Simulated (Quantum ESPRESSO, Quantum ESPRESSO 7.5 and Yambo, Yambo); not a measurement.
# InP (F-43m): one start, several treatments of the self-energy

How much does the gap of InP (F-43m) depend on the approximation to the self-energy?

Main program and level: Quantum ESPRESSO 7.5 and Yambo 5.3.0; PBE and many-body steps on it, plane waves.

## Step 1: The starting structure

It takes space group F-43m (No. 216, cubic). The conventional cell has a = 5.869 Å, b = 5.869 Å, c = 5.869 Å, α = 90.00°, β = 90.00°, γ = 90.00°. Nearest to In lie 4 P at 2.54 Å. P has 4 In at 2.54 Å nearest. Farther neighbours are not listed.

The cell and positions come from the Crystallography Open Database and are kept as given unless a step says otherwise.

## Step 2: Empty states on the mesh, 4×4×4 mesh, 609 bands

This step: Quantum ESPRESSO 7.5; DFT, PBE, plane waves, norm-conserving pseudopotentials.

The sums over transitions need many empty states on a uniform mesh; this step solves for them.

pw.in

```
&control
  calculation = 'nscf'
  prefix = 'x'
  outdir = 'o'
  pseudo_dir = 'pseudo'
/
&system
  ibrav = 0
  nat = 2
  ntyp = 2
  ecutwfc = 80.0
  nbnd = 609
  force_symmorphic = .true.
/
&electrons
  conv_thr = 1e-9
  electron_maxstep = 80
  diago_full_acc = .true.
  diago_thr_init = 5e-6
/
ATOMIC_SPECIES
  In 114.82 In.upf
  P 30.974 P.upf
CELL_PARAMETERS angstrom
  -0.0000000000 2.9343500000 2.9343500000
  2.9343500000 -0.0000000000 2.9343500000
  2.9343500000 2.9343500000 -0.0000000000
ATOMIC_POSITIONS crystal
  In 0.0000000000 0.0000000000 0.0000000000
  P 0.2500000000 0.2500000000 0.2500000000
K_POINTS automatic
  4 4 4 0 0 0
```

Command:

```console
$ OMP_NUM_THREADS=1 mpirun -n 4 pw.x -nk 4 -in pw.in > pw.out
```

The program printed:

```text
Program PWSCF v.7.5 starts

     This program is part of the open-source Quantum ESPRESSO suite
     for quantum simulation of materials; please cite
         "P. Giannozzi et al., J. Phys.:Condens. Matter 21 395502 (2009);
         "P. Giannozzi et al., J. Phys.:Condens. Matter 29 465901 (2017);
         "P. Giannozzi et al., J. Chem. Phys. 152 154105 (2020);
     in publications or presentations arising from this work. More details at

     Atomic positions and unit cell read from directory:
     o/x.save/

     Message from routine setup:
[...]
298.5774

          k =-0.3536-0.3536 0.3536 (  4140 PWs)   bands (ev):

[...]
64.4159  66.7542  66.7542  66.8024  67.0517  67.0517  68.1622  68.8442
     [... 65 further rows ...]
   295.5359 295.7417 295.8382 295.8382 295.8654 296.1767 296.2088 297.1051
   297.3231

          k = 0.3536 0.0000 0.0000 (  4088 PWs)   bands (ev):

     [... further k-points ...]

     highest occupied, lowest unoccupied level (ev):     8.2604    8.9469

     XML data file, pseudopotentials, collected wavefunctions

=------------------------------------------------------------------------------=
   JOB DONE.
=------------------------------------------------------------------------------=
```

It took 65 s on 4 MPI ranks of Intel Xeon Platinum 8559C (Emerald Rapids), shared host; peak memory 1.3 GiB.

Numbers from this step:

- gap: 0.6864 eV
- k of the valence top: 0, 0, 0
- k of the conduction bottom: 0, 0, 0
- least direct gap: 0.6864 eV
- k points computed: 8
- lowest point of the top converged band, above the valence top: 287.7155 eV

On this mesh the gap is 0.686 eV.

The density comes from a self-consistent run that is not shown.

## Step 3: Conversion and set-up

This step: Yambo 5.3.0; conversion and set-up on PBE, plane waves, norm-conserving pseudopotentials.

The states are converted to the many-body program's format and the q mesh is built.

Command:

```console
$ (cd o/x.save; p2y > p2y.log; mv SAVE ../..); yambo > setup.log
```

The program printed:

```text
 Yambo, version 5.3.0

 [02] CORE Variables Setup
 =========================

  [02.01] Unit cells
  ==================

  Cell kind             :  FCC
  Atoms in the cell     :  In  P
  number of In atoms    :  1
  number of P  atoms    :  1

  List of atomic masses
  Mass of In    :  114.8200
  Mass of P     :  30.97400

  List of atomic coordinates    : [cc]
  In1       :  0.000000  0.000000  0.000000  order 1
  P1       :  2.772559  2.772559  2.772559  order 2

  Alat factors          :  5.545118  5.545118  5.545118 [a.u.]
  Direct lattice volume :  341.0062 [a.u.]
[...]
==========================================

 IBZ Q-points                                      :   8
 BZ  Q-points                                      :   64

 K/Q-points units:
 rlu = crystal or reduced units; cc = cartesian coordinates; iku = interal k-units

 Q [1]          [rlu]:  0.000000  0.000000  0.000000
 Q [2]          [rlu]:  0.92257E-17  0.92257E-17  0.25000
 Q [3]          [rlu]: -0.18451E-16 -0.18451E-16 -0.50000
[...]
Q [7]          [rlu]: -0.40653E-17 -0.50000     -0.50000
 Q [8]          [rlu]:  0.250000 -0.500000 -0.250000

  [03.01] X indexes
  =================

   [03.01.01] Sigma indexes
   ========================

 [06] Game Over & Game summary
```

The job ended after 3.3 s (1 MPI rank; peak memory 0.25 GiB).

## Step 4: G0W0, Godby-Needs plasmon pole

Now the one-shot GW correction: screening in the RPA, then the self-energy of the levels asked for.

This step: G0W0 on PBE, plane waves, norm-conserving pseudopotentials.

gw2.in

```
HF_and_locXC
gw0
dyson
ppa
em1d
rim_cut
RandQpts= 1000000
RandGvec= 1 RL
EXXRLvcs= 80 Ry
VXCRLvcs= 320 Ry
Chimod= "HARTREE"
% BndsRnXp
 1 | 256 |
%
NGsBlkXp= 17 Ry
% LongDrXp
 1 | 1 | 1 |
%
% GbndRnge
 1 | 256 |
%
DysSolver= "n"
ExtendOut
PPAPntXp= 27.21138 eV
% QPkrange
 1 | 1 | 12 | 15 |
%
```

Command:

```console
$ OMP_NUM_THREADS=1 mpirun -n 4 yambo -F gw2.in -J gw2 -C gw2 > gw2.log
```

The program printed:

```text
 Yambo, version 5.3.0

 [02] CORE Variables Setup
 =========================

  [... cell, symmetries and grids as in the set-up ...]

  [02.05] Energies & Occupations
  ==============================

  [X] === General ===
  [X] Electronic Temperature                        :  0.000000  0.000000 [eV K]
  [X] Bosonic    Temperature                        :  0.000000  0.000000 [eV K]
  [X] Finite Temperature mode                       : no
  [X] El. density                                   :  0.51453E+24 [cm-3]
  [X] Fermi Level                                   :  8.260446 [eV]

  [X] === Gaps and Widths ===
  [X] Conduction Band Min                           :  0.686430 [eV]
  [X] Valence Band Max                              :  0.000000 [eV]
  [X] Filled Bands                                  :  13
  [X] Empty Bands                                   :    14   609
  [X] Direct Gap                                    :  0.686430 [eV]
  [X] Direct Gap localized at k                     :  1
  [X] Indirect Gap                                  :  0.686430 [eV]
  [X] Indirect Gap between kpts                     :  1  1
  [X] Last valence band width                       :  2.892736 [eV]
  [X] 1st conduction band width                     :  3.606218 [eV]

 [03] Transferred momenta grid and indexing
 ==========================================

 IBZ Q-points                                      :   8
 BZ  Q-points                                      :   64

 K/Q-points units:
 rlu = crystal or reduced units; cc = cartesian coordinates; iku = interal k-units

 Q [1]          [rlu]:  0.000000  0.000000  0.000000
 Q [2]          [rlu]:  0.92257E-17  0.92257E-17  0.25000
 Q [3]          [rlu]: -0.18451E-16 -0.18451E-16 -0.50000
 Q [4]          [rlu]:  0.20327E-17  0.25000      0.25000
 Q [5]          [rlu]: -0.25051E-16  0.25000      0.50000
 Q [6]          [rlu]: -0.73963E-16  0.25000     -0.25000
 Q [7]          [rlu]: -0.40653E-17 -0.50000     -0.50000
 Q [8]          [rlu]:  0.250000 -0.500000 -0.250000

 [04] Coloumb potential Random Integration (RIM)
 ===============================================

  [04.01] RIM initialization
  ==========================

  * Diagonal components only detected *

  8 x (sBL volume)        :  0.090926 [a.u.]
  sBZ random points       :  1000000
  Points outside the sBZ  :   7987327
  RL volume               :  0.727407 [a.u.]
  Integrated volume       :  0.728561 [a.u.]

  [04.02] RIM integrals
  =====================

  Gamma point sphere radius             :  0.081567 [a.u.]
  Points outside the sphere             :   799513
  [Int_sBZ(q=0) 1/q^2]*(Vol_sBZ)^(-1/3) =:  7.764325
                                 should be <:  7.795600

  Summary of Coulomb integrals for non-metallic bands |Q|[au] RIM/Bare

  Q [1] 0.100000E-4 0.995988 * Q [2] 0.245324 1.066027
  Q [4] 0.283276 1.064776 * Q [6] 0.400612 1.027388
  Q [5] 0.469759 1.020443 * Q [3] 0.490648 1.018189
  Q [7] 0.566551 1.014848 * Q [8] 0.633423 1.011845

 [WARNING] [Xp] User bands 1-256 break level degeneracy

 [05] Dipoles
 ============

  [05.01] Setup: observables and procedures
  =========================================

 [06] Dynamic Dielectric Matrix (PPA)
 ====================================

 [WR./gw2//ndb.pp]---------------------------------------------------------------
  Brillouin Zone Q/K grids (IBZ/BZ)                :    8   64    8   64
  RL vectors                                       :   5029 [WF]
  Coulomb cutoff potential                         : none
  Electronic Temperature                           :  0.000000 [K]
  Bosonic    Temperature                           :  0.000000 [K]
  PPA    diel. fun.  energies                      : Perdew, Burke & Ernzerhof(X)+Perdew, Burke & Ernzerhof(C)
  wavefunctions                                    : Perdew, Burke & Ernzerhof(X)+Perdew, Burke & Ernzerhof(C)
  Global Gauge                                     : length
  X matrix size                                    :   459
  X band range                                     :    1  256
  X e/h energy range                               : -1.000000 -1.000000 [eV]
  X Time ordering                                  : R
  X Hxc Kernel                                     : HARTREE
  X Drude frequency                                :  0.000000  0.000000
  X poles                                          :  100.0000 [o/o]
  RL vectors in the sum                            :   5029
  [r,Vnl] included                                 : yes
  Field direction                                  :  0.577350E-5  0.577350E-5  0.577350E-5
  BZ energy Double Grid                            : no
  BZ energy DbGd points                            : 0
  BZ Q point size factor                           : -1.000000
  X Optical Averaged directions                    : none

 [07] Local Exchange-Correlation + Non-Local Fock
 ================================================

 [VXC] Plane waves :   33079
 [EXS] Plane waves :   4279

 QP @ state[ 1 ] K range:  1  1
 QP @ state[ 1 ] b range:  12  15

 [xc] Functional : Perdew, Burke & Ernzerhof(X)+Perdew, Burke & Ernzerhof(C)
 [xc] LIBXC used to calculate xc functional
  PP Number of Atomic Species                      :  2
  NLCC RL compoments                               :   33079
  PP Number of Atomic Species                      :  2
  NLCC RL compoments                               :   33079

 [xc] E_xc :  -18.18593 [Ha]
      E_xc :  -36.37186 [Ry]

  Local XC kind (lXC) : Perdew, Burke & Ernzerhof(X)+Perdew, Burke & Ernzerhof(C)
  Non-Local XC kind (nlXC) : Hartree-Fock

  Corrections @ K [1] :  [eV]
 <12|nlXC|12> = -14.70522  0.18346E-16 <12|lXC|12> = -12.90482  0.000000
 <13|nlXC|13> = -14.70532  0.81267E-17 <13|lXC|13> = -12.90482  0.000000
 <14|nlXC|14> = -7.812627  0.19826E-17 <14|lXC|14> = -11.73024  0.000000
 <15|nlXC|15> = -6.358374  0.11220E-18 <15|lXC|15> = -10.77631 -0.37763E-15

 [08] Dyson equation: Newton solver
 ==================================

  [08.01] G0W0 (W PPA)
  ====================

  [  GW  ] Bands range     :    1  256
  [GW/PPA] G damping       :  0.100000 [eV]

  QP @ state[ 1 ] K range:  1  1
  QP @ state[ 1 ] b range:  12  15

   Sc/G bands                                       :    1  256
   Sc/G damping                                     :  0.100000 ev
   Sc bands terminator                              : no
   Sx RL components                                 :   4279

   QP @ state[ 1 ] K range                          :  1  1
   QP @ state[ 1 ] b range                          :  12  15
   GF energies kind                                 : Perdew, Burke & Ernzerhof(X)+Perdew, Burke & Ernzerhof(C)
   GF WF`s kind                                     : Perdew, Burke & Ernzerhof(X)+Perdew, Burke & Ernzerhof(C)
   Xs energies kind                                 : Perdew, Burke & Ernzerhof(X)+Perdew, Burke & Ernzerhof(C)
   Xs WF`s kind                                     : Perdew, Burke & Ernzerhof(X)+Perdew, Burke & Ernzerhof(C)

 [11] Game Over & Game summary
```

Run time: 5 min. Hardware: 4 MPI ranks; peak memory 2.1 GiB.

Numbers from this step:

```
G0W0 gap on the points computed              : 1.384 eV
starting gap on the mesh                     : 0.6864 eV
k of the valence top                         : 0, 0, 0
k of the conduction bottom                   : 0, 0, 0
least direct G0W0 gap on the computed points : 1.384 eV
Z at the valence top                         : 0.7799
Z at the conduction bottom                   : 0.7935
```

The gap on the mesh goes from 0.69 eV to 1.38 eV, a correction of +0.70 eV.

## Step 5: One-shot COHSEX

This step: one-shot COHSEX on PBE, plane waves, norm-conserving pseudopotentials.

gw4.in

```
HF_and_locXC
gw0
dyson
cohsex
em1s
rim_cut
RandQpts= 1000000
RandGvec= 1 RL
EXXRLvcs= 80 Ry
VXCRLvcs= 320 Ry
Chimod= "HARTREE"
% BndsRnXs
 1 | 256 |
%
NGsBlkXs= 17 Ry
% LongDrXs
 1 | 1 | 1 |
%
% GbndRnge
 1 | 256 |
%
DysSolver= "n"
ExtendOut
% QPkrange
 1 | 1 | 12 | 15 |
%
```

Command:

```console
$ OMP_NUM_THREADS=1 mpirun -n 4 yambo -F gw4.in -J gw4 -C gw4 > gw4.log
```

The program printed:

```text
 Yambo, version 5.3.0

 [02] CORE Variables Setup
 =========================

  [... cell, symmetries and grids as in the set-up ...]

  [02.05] Energies & Occupations
  ==============================

  [X] === General ===
  [X] Electronic Temperature                        :  0.000000  0.000000 [eV K]
  [X] Bosonic    Temperature                        :  0.000000  0.000000 [eV K]
  [X] Finite Temperature mode                       : no
  [X] El. density                                   :  0.51453E+24 [cm-3]
  [X] Fermi Level                                   :  8.260446 [eV]

  [X] === Gaps and Widths ===
  [X] Conduction Band Min                           :  0.686430 [eV]
  [X] Valence Band Max                              :  0.000000 [eV]
  [X] Filled Bands                                  :  13
  [X] Empty Bands                                   :    14   609
  [X] Direct Gap                                    :  0.686430 [eV]
  [X] Direct Gap localized at k                     :  1
  [X] Indirect Gap                                  :  0.686430 [eV]
  [X] Indirect Gap between kpts                     :  1  1
  [X] Last valence band width                       :  2.892736 [eV]
  [X] 1st conduction band width                     :  3.606218 [eV]

 [03] Transferred momenta grid and indexing
 ==========================================

 IBZ Q-points                                      :   8
 BZ  Q-points                                      :   64

 K/Q-points units:
 rlu = crystal or reduced units; cc = cartesian coordinates; iku = interal k-units

 Q [1]          [rlu]:  0.000000  0.000000  0.000000
 Q [2]          [rlu]:  0.92257E-17  0.92257E-17  0.25000
 Q [3]          [rlu]: -0.18451E-16 -0.18451E-16 -0.50000
[...]
BZ Q point size factor                           : -1.000000
  X Optical Averaged directions                    : none

 [07] Local Exchange-Correlation + Non-Local Fock
 ================================================

 [VXC] Plane waves :   33079
 [EXS] Plane waves :   4279

 QP @ state[ 1 ] K range:  1  1
 QP @ state[ 1 ] b range:  12  15

 [xc] Functional : Perdew, Burke & Ernzerhof(X)+Perdew, Burke & Ernzerhof(C)
 [xc] LIBXC used to calculate xc functional
  PP Number of Atomic Species                      :  2
  NLCC RL compoments                               :   33079
  PP Number of Atomic Species                      :  2
  NLCC RL compoments                               :   33079

 [xc] E_xc :  -18.18593 [Ha]
      E_xc :  -36.37186 [Ry]

  Local XC kind (lXC) : Perdew, Burke & Ernzerhof(X)+Perdew, Burke & Ernzerhof(C)
  Non-Local XC kind (nlXC) : Hartree-Fock

  Corrections @ K [1] :  [eV]
 <12|nlXC|12> = -14.70522  0.18346E-16 <12|lXC|12> = -12.90482  0.000000
 <13|nlXC|13> = -14.70532  0.81267E-17 <13|lXC|13> = -12.90482  0.000000
 <14|nlXC|14> = -7.812627  0.19826E-17 <14|lXC|14> = -11.73024  0.000000
 <15|nlXC|15> = -6.358374  0.11220E-18 <15|lXC|15> = -10.77631 -0.37763E-15

 [08] Dyson equation: Newton solver
 ==================================

 [Newton] Sc step       :  0.100000 [eV]
 [Newton] Sc steps      :  1

  [08.01] G0W0 (COHSEX)
  =====================

  [  GW  ] Bands range     :   1  15

  QP @ state[ 1 ] K range:  1  1
  QP @ state[ 1 ] b range:  12  15

   Sc Empty Bands                                   : no
   Sc bands terminator                              : no
   Sx RL components                                 :   4279

   QP @ state[ 1 ] K range                          :  1  1
   QP @ state[ 1 ] b range                          :  12  15
   GF WF`s kind                                     : Perdew, Burke & Ernzerhof(X)+Perdew, Burke & Ernzerhof(C)
   Xs energies kind                                 : Perdew, Burke & Ernzerhof(X)+Perdew, Burke & Ernzerhof(C)
   Xs WF`s kind                                     : Perdew, Burke & Ernzerhof(X)+Perdew, Burke & Ernzerhof(C)

 [11] Game Over & Game summary
```

Run time: 3 min. Hardware: 4 MPI ranks; peak memory 2 GiB; 12 min of CPU time.

Numbers from this step:

| Quantity | Value |
| --- | --- |
| quasiparticle gap on the points computed | 1.717 eV |
| starting gap on the mesh | 0.6864 eV |
| k of the valence top | 0, 0, 0 |
| k of the conduction bottom | 0, 0, 0 |
| least direct quasiparticle gap on the computed points | 1.717 eV |
| Z at the valence top | 1 |
| Z at the conduction bottom | 1 |

Against G0W0 in Yambo (4×4×4 mesh, 256 bands, screening to 231.3 eV, Godby-Needs plasmon pole), the gap moves by +0.333 eV.

## Step 6: One-shot Hartree-Fock

This step: one-shot Hartree-Fock on PBE, plane waves, norm-conserving pseudopotentials.

gw5.in

```
HF_and_locXC
rim_cut
RandQpts= 1000000
RandGvec= 1 RL
EXXRLvcs= 80 Ry
VXCRLvcs= 320 Ry
% QPkrange
 1 | 1 | 12 | 15 |
%
```

Command:

```console
$ OMP_NUM_THREADS=1 mpirun -n 4 yambo -F gw5.in -J gw5 -C gw5 > gw5.log
```

The program printed:

```text
 Yambo, version 5.3.0

 [02] CORE Variables Setup
 =========================

  [... cell, symmetries and grids as in the set-up ...]

  [02.05] Energies & Occupations
  ==============================

  [X] === General ===
  [X] Electronic Temperature                        :  0.000000  0.000000 [eV K]
  [X] Bosonic    Temperature                        :  0.000000  0.000000 [eV K]
  [X] Finite Temperature mode                       : no
  [X] El. density                                   :  0.51453E+24 [cm-3]
[...]
PP Number of Atomic Species                      :  2
  NLCC RL compoments                               :   33079

 [xc] E_xc :  -18.18593 [Ha]
      E_xc :  -36.37186 [Ry]

  Local XC kind (lXC) : Perdew, Burke & Ernzerhof(X)+Perdew, Burke & Ernzerhof(C)
  Non-Local XC kind (nlXC) : Hartree-Fock

  Corrections @ K [1] :  [eV]
 <12|nlXC|12> = -14.70522  0.18346E-16 <12|lXC|12> = -12.90482  0.000000
 <13|nlXC|13> = -14.70532  0.81267E-17 <13|lXC|13> = -12.90482  0.000000
 <14|nlXC|14> = -7.812627  0.19826E-17 <14|lXC|14> = -11.73024  0.000000
 <15|nlXC|15> = -6.358374  0.11220E-18 <15|lXC|15> = -10.77631 -0.37763E-15

 [08] Game Over & Game summary
```

It took 4.2 s on 4 MPI ranks; peak memory 1.6 GiB.

Numbers from this step:

```
quasiparticle gap on the mesh                         : 6.404 eV
starting gap on the mesh                              : 0.6864 eV
k of the valence top                                  : 0, 0, 0
k of the conduction bottom                            : 0, 0, 0
least direct quasiparticle gap on the computed points : 6.404 eV
```

Against G0W0 in Yambo (4×4×4 mesh, 256 bands, screening to 231.3 eV, Godby-Needs plasmon pole), the gap moves by +5.020 eV.

## Step 7: Side by side

Times are wall times on 4 MPI ranks of Intel Xeon Platinum 8559C (Emerald Rapids), shared host, good to a factor of about two.

```
                           run   mesh  bands  screening cutoff (eV)  DFT gap (eV)  gap on the mesh (eV)  direct (eV)   time
G0W0, Godby-Needs plasmon pole  4×4×4    256                  231.3         0.686                 1.384        1.384  5 min
               one-shot COHSEX  4×4×4    256                  231.3         0.686                 1.717        1.717  3 min
         one-shot Hartree-Fock  4×4×4      -                      -         0.686                 6.404        6.404  4.2 s
```

## Step 8: Summary of results

| Quantity | Value |
| --- | --- |
| G0W0, Godby-Needs plasmon pole | 1.384 eV |
| one-shot COHSEX | 1.717 eV |
| one-shot Hartree-Fock | 6.404 eV |
| known limits | not at the basis limit; no spin-orbit coupling; coarse k mesh |

What this shows: One-shot COHSEX: +0.333 eV against G0W0, Godby-Needs plasmon pole. One-shot Hartree-Fock: +5.020 eV against G0W0, Godby-Needs plasmon pole. Bare exchange alone opens the gap to 6.40 eV; against G0W0, correlation takes back 5.02 eV. Static COHSEX lies above G0W0: it lacks the factor Z and overstates the Coulomb hole of the filled states. Bands and cutoff are finite, so the gap is not at the basis limit. The miss can reach some tenths of an eV and take either sign; the mesh is an error of its own. The 4×4×4 mesh is coarse for this cell, which bears on the long-range parts of exchange and screening. The many-body steps are scalar-relativistic: spin-orbit coupling is not in them.

[Paths, hosts, dates, memory and timing lines, banners, echoed tables and standing remarks are left out of the program output.]

[Logs are printed without paths, hosts, clocks, repeated set-up lines and the standing remarks that a program may print on its own settings, such as how far it seeks lower states.]

[Runs of the session that timed out or met a known fault of the program may be left out.]

[Hosts, paths, dates, database ids (printed as entryN), source tags and the programs' standing remarks are cut or masked in the printed files.]
